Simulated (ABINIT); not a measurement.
# GaN (P6_3mc) in ABINIT: notebook, part 2 of 2

ABINIT 10.8.3 (patched build). The steps go on from the part before.

## Step 3: Single point, LDA (cell relaxed)

File run.abi:

```
# Pseudopotentials
pp_dirpath "./"
pseudos "Ga.upf, N.upf"

# Structure
acell 3*1.0
rprim
     5.9532923472     0.0000000000     0.0000000000
    -2.9766461736     5.1557024070     0.0000000000
     0.0000000000     0.0000000000     9.7048524657
ntypat 2
znucl 31 7
natom 4
typat 1 1 2 2
xcart
     2.9766462034     1.7185674518     4.8455769362
    -0.0000000298     3.4371349552    -0.0068492967
     2.9766462034     1.7185674518     8.4985952041
    -0.0000000298     3.4371349552     3.6461689713
chkprim 0
chksymtnons 0
tolsym 1.0e-6

# Plane-wave basis
ecut 979.609905 eV

# k points
kptopt 1
ngkpt 8 8 4
nshiftk 1
shiftk 0.0 0.0 0.0

# Exchange and correlation
ixc 7

# Bands and occupations
nband 22
occopt 3
tsmear 0.05 eV

# SCF cycle
nstep 100
tolvrs 1.0e-10

# Output
iomode 3
prtwf 0
prteig 0
prtebands 0
prtden 1
prtvha 1
prtvclmb 1
prtpot 1
prtelf 1
```

Potentials or basis: PseudoDojo NC SR LDA v0.4.1 standard.

Launch:

```sh
$ abinit run.abi > log 2>&1
```

run.abo:

```text
.Version 10.8.3 of ABINIT
 Symmetries : space group P6_3 m c (#186); Bravais hP (primitive hexag.)
================================================================================
 Values of the parameters that define the memory need of the present run
     intxc =       0    ionmov =       0      iscf =       7    lmnmax =       6
     lnmax =       6     mgfft =      54  mpssoang =       3    mqgrid =    3001
     natom =       4  nloc_mem =       1    nspden =       1   nspinor =       1
    nsppol =       1      nsym =      12    n1xccc =    2501    ntypat =       2
    occopt =       3   xclevel =       1
       mpw =        3090          nfft =       69984          nkpt =          30
================================================================================
================================================================================

--------------------------------------------------------------------------------
------------- Echo of variables that govern the present computation ------------
--------------------------------------------------------------------------------
 -outvars: echo values of preprocessed input variables --------
            acell      1.0000000000E+00  1.0000000000E+00  1.0000000000E+00 Bohr
              amu      6.97230000E+01  1.40067400E+01
          chkprim           0
      chksymtnons           0
             ecut      3.60000000E+01 Hartree
              ixc           7
         kptrlatt        8    0    0      0    8    0      0    0    4
          kptrlen      3.88194099E+01
            natom           4
            nband          22
            ngfft          36      36      54
             nkpt          30
            nstep         100
             nsym          12
           ntypat           2
           occopt           3
        prtebands           0
           prteig           0
           prtelf           1
           prtpot           1
         prtvclmb           1
           prtvha           1
            prtwf           0
            rprim      5.9532923472E+00  0.0000000000E+00  0.0000000000E+00
                      -2.9766461736E+00  5.1557024070E+00  0.0000000000E+00
                       0.0000000000E+00  0.0000000000E+00  9.7048524657E+00
          spgroup         186
           tolsym      1.00000000E-06
           tolvrs      1.00000000E-10
           tsmear      1.83746611E-03 Hartree
            typat      1  1  2  2
           xangst      1.5751733229E+00  9.0942673710E-01  2.5641688865E+00
                       3.9421777258E-09  1.8188534765E+00 -3.6244917219E-03
                       1.5751733229E+00  9.0942673710E-01  4.4972629036E+00
                       3.9421777258E-09  1.8188534765E+00  1.9294695254E+00
            xcart      2.9766461810E+00  1.7185674647E+00  4.8455769361E+00
                       7.4496362415E-09  3.4371349337E+00 -6.8492967000E-03
                       2.9766461810E+00  1.7185674647E+00  8.4985952041E+00
                       7.4496362415E-09  3.4371349337E+00  3.6461689713E+00
             xred      6.6666666750E-01  3.3333333250E-01  4.9929424000E-01
                       3.3333333417E-01  6.6666666583E-01 -7.0576000245E-04
                       6.6666666750E-01  3.3333333250E-01  8.7570575999E-01
                       3.3333333417E-01  6.6666666583E-01  3.7570575999E-01
            znucl       31.00000    7.00000

================================================================================

 chkinp: Checking input parameters for consistency.

================================================================================
[... 118 lines left out ...]
...

 Integrated electronic density in atomic spheres:
 ------------------------------------------------
 Atom  Sphere_radius  Integrated_density
    1        2.00000         10.94259262
    2        2.00000         10.94259262
    3        2.00000          5.27482520
    4        2.00000          5.27482520
================================================================================

 ----iterations are completed or convergence reached----

 Mean square residual over all n,k,spin=   22.484E-11; max=  75.943E-09
 reduced coordinates (array xred) for    4 atoms
       0.666666667501      0.333333332499      0.499294239998
       0.333333334168      0.666666665833     -0.000705760002
       0.666666667501      0.333333332499      0.875705759993
       0.333333334168      0.666666665833      0.375705759993
 rms dE/dt=  1.6561E-05; max dE/dt=  2.8460E-05; dE/dt below (all hartree)
    1       0.000000000000      0.000000000000      0.000028460038
    2       0.000000000000      0.000000000000      0.000028460038
    3       0.000000000000      0.000000000000     -0.000028905524
    4       0.000000000000      0.000000000000     -0.000028905524

 cartesian coordinates (angstrom) at end:
    1      1.57517332286430     0.90942673710129     2.56416888654820
    2      0.00000000394218     1.81885347647837    -0.00362449172189
    3      1.57517332286430     0.90942673710129     4.49726290364825
    4      0.00000000394218     1.81885347647837     1.92946952537816

 cartesian forces (hartree/bohr) at end:
    1     -0.00000000000000    -0.00000000000000    -0.00000295550922
    2     -0.00000000000000    -0.00000000000000    -0.00000295550922
    3     -0.00000000000000    -0.00000000000000     0.00000295550922
    4     -0.00000000000000    -0.00000000000000     0.00000295550922
 frms,max,avg= 1.7063640E-06 2.9555092E-06   0.000E+00  0.000E+00  2.295E-08 h/b

 cartesian forces (eV/Angstrom) at end:
    1     -0.00000000000000    -0.00000000000000    -0.00015197839457
    2     -0.00000000000000    -0.00000000000000    -0.00015197839457
    3     -0.00000000000000    -0.00000000000000     0.00015197839457
    4     -0.00000000000000    -0.00000000000000     0.00015197839457
 frms,max,avg= 8.7744767E-05 1.5197839E-04   0.000E+00  0.000E+00  1.180E-06 e/A
 length scales=  1.000000000000  1.000000000000  1.000000000000 bohr
              =  0.529177210544  0.529177210544  0.529177210544 angstroms
 Fermi (or HOMO) energy (hartree) =   0.23860   Average Vxc (hartree)=  -0.45556
 Eigenvalues (hartree) for nkpt=  30  k points:
 kpt#   1, nband= 22, wtk=  0.00391, kpt=  0.0000  0.0000  0.0000 (reduced coord)
  -0.39541   -0.36100   -0.30532   -0.30489   -0.30489   -0.30248   -0.30248   -0.29477
  -0.29477   -0.29082   -0.29082   -0.23897   -0.07291    0.15772    0.15772    0.19563
   0.19756    0.19756    0.27769    0.35981    0.53708    0.56334
      occupation numbers for kpt#   1
   2.00000    2.00000    2.00000    2.00000    2.00000    2.00000    2.00000    2.00000
   2.00000    2.00000    2.00000    2.00000    2.00000    2.00000    2.00000    2.00000
   2.00000    2.00000    0.00000    0.00000    0.00000    0.00000
 prteigrs : prtvol=0 or 1, do not print more k-points.

--- !EnergyTerms
iteration_state     : {dtset: 1, }
comment             : Components of total free energy in Hartree
kinetic             :  1.40028378833633E+02
hartree             :  4.29726003270560E+01
xc                  : -4.73785153579422E+01
Ewald energy        : -1.17970396704100E+02
psp_core            :  7.22516436370338E+00
local_psp           : -1.19753889718041E+02
non_local_psp       : -7.86721236763816E+01
internal            : -1.73548781932072E+02
'-kT*entropy'       : -3.80161500542935E-13
total_energy        : -1.73548781932072E+02
total_energy_eV     : -4.72250293767314E+03
band_energy         : -6.27581902681141E+00
...

 Cartesian components of stress tensor (hartree/bohr^3)
  sigma(1 1)=  7.40647476E-05  sigma(3 2)=  0.00000000E+00
  sigma(2 2)=  7.40647648E-05  sigma(3 1)=  0.00000000E+00
  sigma(3 3)=  7.40219948E-05  sigma(2 1)=  0.00000000E+00

-Cartesian components of stress tensor (GPa)         [Pressure= -2.1786E+00 GPa]
- sigma(1 1)=  2.17906011E+00  sigma(3 2)=  0.00000000E+00
- sigma(2 2)=  2.17906061E+00  sigma(3 1)=  0.00000000E+00
- sigma(3 3)=  2.17780228E+00  sigma(2 1)=  0.00000000E+00

== END DATASET(S) ==============================================================
================================================================================

 -outvars: echo values of variables after computation  --------
            acell      1.0000000000E+00  1.0000000000E+00  1.0000000000E+00 Bohr
           etotal     -1.7354878193E+02
            fcart     -0.0000000000E+00 -0.0000000000E+00 -2.9555092186E-06
                      -0.0000000000E+00 -0.0000000000E+00 -2.9555092186E-06
                      -0.0000000000E+00 -0.0000000000E+00  2.9555092186E-06
                      -0.0000000000E+00 -0.0000000000E+00  2.9555092186E-06
            rprim      5.9532923472E+00  0.0000000000E+00  0.0000000000E+00
                      -2.9766461736E+00  5.1557024070E+00  0.0000000000E+00
                       0.0000000000E+00  0.0000000000E+00  9.7048524657E+00
           strten      7.4064747564E-05  7.4064764842E-05  7.4021994809E-05
                       0.0000000000E+00  0.0000000000E+00  0.0000000000E+00
           xangst      1.5751733229E+00  9.0942673710E-01  2.5641688865E+00
                       3.9421777258E-09  1.8188534765E+00 -3.6244917219E-03
                       1.5751733229E+00  9.0942673710E-01  4.4972629036E+00
                       3.9421777258E-09  1.8188534765E+00  1.9294695254E+00
             xred      6.6666666750E-01  3.3333333250E-01  4.9929424000E-01
                       3.3333333417E-01  6.6666666583E-01 -7.0576000245E-04
                       6.6666666750E-01  3.3333333250E-01  8.7570575999E-01
                       3.3333333417E-01  6.6666666583E-01  3.7570575999E-01
 Calculation completed.
```

Run time: 1.8 min. Hardware: 1 thread of Arm Neoverse V2, shared host; peak memory 0.09 GiB.

What came out:

```yaml
Free_energy: -4722.5029 eV
Band_gap_on_the_k_mesh: 2.18 eV, direct
Valence_electrons_inside_the_program's_atomic_spheres: Ga 10.94; N 5.27
```

Caveat: the cutoff is too short for stress, so the log's stress isn't used.

## Step 4: Single point, LDA

File run.abi:

```
# Pseudopotentials
pp_dirpath "./"
pseudos "Ga.upf, N.upf"

# Structure
acell 3.18 3.18 5.166 Angstrom
rprim
     1.0000000000     0.0000000000     0.0000000000
    -0.5000000000     0.8660254038     0.0000000000
     0.0000000000     0.0000000000     1.0000000000
ntypat 2
znucl 31 7
natom 4
typat 1 1 2 2
xred
     0.6666666667     0.3333333333     0.5000000000
     0.3333333333     0.6666666667     0.0000000000
     0.6666666667     0.3333333333     0.8750000000
     0.3333333333     0.6666666667     0.3750000000

# Plane-wave basis
ecut 36.0

# k points
kptopt 1
ngkpt 8 8 4
nshiftk 1
shiftk 0.0 0.0 0.0

# Exchange and correlation
ixc 7

# Bands and occupations
nband 22
occopt 3
tsmear 0.05 eV

# SCF cycle
nstep 100
tolvrs 1.0e-10

# Output
iomode 3
prtwf 0
prtden 0
prteig 0
prtebands 0
```

Potentials or basis: PseudoDojo NC SR LDA v0.4.1 standard.

Launch:

```sh
$ abinit run.abi > log 2>&1
```

run.abo:

```text
.Version 10.8.3 of ABINIT
 Symmetries : space group P6_3 m c (#186); Bravais hP (primitive hexag.)
================================================================================
 Values of the parameters that define the memory need of the present run
     intxc =       0    ionmov =       0      iscf =       7    lmnmax =       6
     lnmax =       6     mgfft =      54  mpssoang =       3    mqgrid =    3001
     natom =       4  nloc_mem =       1    nspden =       1   nspinor =       1
    nsppol =       1      nsym =      12    n1xccc =    2501    ntypat =       2
    occopt =       3   xclevel =       1
       mpw =        3164          nfft =       69984          nkpt =          30
================================================================================
================================================================================

--------------------------------------------------------------------------------
------------- Echo of variables that govern the present computation ------------
[... 232 lines left out ...]
            acell      6.0093290804E+00  6.0093290804E+00  9.7623251664E+00 Bohr
           etotal     -1.7354811254E+02
            fcart     -0.0000000000E+00 -0.0000000000E+00 -2.4456770598E-03
                      -0.0000000000E+00 -0.0000000000E+00 -2.4456770598E-03
                       3.5846200960E-28  2.0695813774E-28  2.4456770598E-03
                      -3.5846200960E-28 -2.0695813774E-28  2.4456770598E-03
            rprim      1.0000000000E+00  0.0000000000E+00  0.0000000000E+00
                      -5.0000000000E-01  8.6602540380E-01  0.0000000000E+00
                       0.0000000000E+00  0.0000000000E+00  1.0000000000E+00
           strten      2.5677654487E-04  2.5677654403E-04  1.8577907938E-04
                       0.0000000000E+00  0.0000000000E+00  0.0000000000E+00
           xangst      1.5900000000E+00  9.1798692803E-01  2.5830000000E+00
                      -9.7460713976E-17  1.8359738561E+00  0.0000000000E+00
                       1.5900000000E+00  9.1798692803E-01  4.5202500000E+00
                      -9.7460713976E-17  1.8359738561E+00  1.9372500000E+00
             xred      6.6666666667E-01  3.3333333333E-01  5.0000000000E-01
                       3.3333333333E-01  6.6666666667E-01  0.0000000000E+00
                       6.6666666667E-01  3.3333333333E-01  8.7500000000E-01
                       3.3333333333E-01  6.6666666667E-01  3.7500000000E-01
 Calculation completed.
```

Wall time 76 s (1 thread of Arm Neoverse V2, shared host); peak memory 0.1 GiB.

Results:

```yaml
Free_energy: -4722.4847 eV
Largest_force: 0.126 eV/Å
Band_gap_on_the_k_mesh: 2.01 eV, direct
Valence_electrons_inside_the_program's_atomic_spheres: Ga 10.91; N 5.24
```

Forces in eV/Å, atoms in the order of the input:
```
Ga   0.000  0.000 -0.126
Ga   0.000  0.000 -0.126
N    0.000  0.000  0.126
N    0.000  0.000  0.126
```

Levels at points of the mesh, in eV from the valence-band top:
```csv
k point,band 14,band 15,band 16,band 17,band 18,band 19,band 20,band 21,band 22
"(0.00, 0.00, 0.00)",-1.07,-1.07,-0.06,0.00,0.00,2.01,4.23,9.11,9.78
"(0.50, 0.00, 0.00)",-5.34,-4.32,-2.81,-2.30,-1.00,4.95,5.55,5.96,8.54
"(0.00, 0.00, 0.50)",-3.88,-0.55,-0.55,-0.55,-0.55,4.26,4.26,8.40,8.40
"(0.50, 0.00, 0.50)",-6.72,-1.98,-1.98,-1.94,-1.94,4.34,4.34,7.70,7.70
```

Caveat: the cutoff is too short for stress, so the log's stress isn't used.

## Step 5: Summary

```csv
task,cell,cell freedom (optcell),optimiser (ionmov),cutoff smearing ecutsm (Ha),force stop (Ha/bohr),gap on the mesh (eV)
relaxation of cell and atoms,relaxed,2,22,0.5,2e-05,2.18
single point,cell relaxed,-,-,-,-,2.18
single point,as given,-,-,-,-,2.01
```

Alike in all rows: level LDA; potentials or basis PseudoDojo NC SR LDA v0.4.1 standard; no spin polarisation; k mesh 8 × 8 × 4; cutoff (eV) 980; smearing fermi-dirac 0.05 eV.

Total energies depend on the potentials used, so only differences within one code and one set of settings carry meaning.

## Step 6: Against experiment

Step 4. Against the measured gap of GaN, 3.503 eV (direct; quoted in “Studying electronic properties in GaN without electrical contacts using γ-γ vs e−-γ Perturbed Angular Correlations”, 2019, pmc:6823545), the calculated 2.01 eV is off by -1.49 eV. Spin-orbit coupling on Ga is left out. The value is that of LDA, without temperature or zero-point motion. Semilocal functionals fall short of measured gaps as a rule.
